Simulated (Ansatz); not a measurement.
# CdSe and its competing phases

Method: Ansatz, DFT PBE, scalar-relativistic, plane waves, PAW. Settings: cutoff 420 eV, Γ-centred meshes spaced at most about 0.3 Å⁻¹ (2π included), Gaussian smearing. No spin polarisation.

The zero of energy is the elements' standard structures at the same level; no fitted shifts are applied.

All energies are static (0 K, no zero-point motion). The reference form of Se is held partly by dispersion forces, which this level lacks.

The competitors are the elements and 2 reference phases of this chemical system (from databases or known types: CdSe, CdSe2), relaxed at the same level; other known phases may be missing.

The candidate was reached from: 4-connected net, two elements alternating.

```
Cd Se
1.0
    -4.22996    4.22996    4.22996
     4.22996   -4.22996    4.22996
     4.22996    4.22996   -4.22996
Cd Se
4 4
Direct
  0.31824 0.31824 0.31824
  0.00000 0.00000 0.68176
  0.00000 0.68176 0.00000
  0.68176 0.00000 0.00000
  0.67266 0.67266 0.67266
  0.00000 0.00000 0.32734
  0.00000 0.32734 0.00000
  0.32734 0.00000 0.00000
```

Question: Where does it stand against these competitors?

Answer: Not the lowest form: another structure of the same formula lies lower. Its formation energy is -0.517 eV/atom. The lowest competing phase at this composition is this:

| phase | space group | source | share of atoms | ΔE_f (eV/atom) |
| --- | --- | --- | --- | --- |
| CdSe | F-43m (No. 216) | Materials Project | 1.0000 | -0.633 |

The candidate lies 116 meV/atom above this phase. The candidate matches no cell in the subsets of the Crystallography Open Database and the Materials Project at hand. It is metastable at best. Whether it is a true minimum wasn't tested by phonons. The Crystallography Open Database lists this formula in another space group (No. 186).
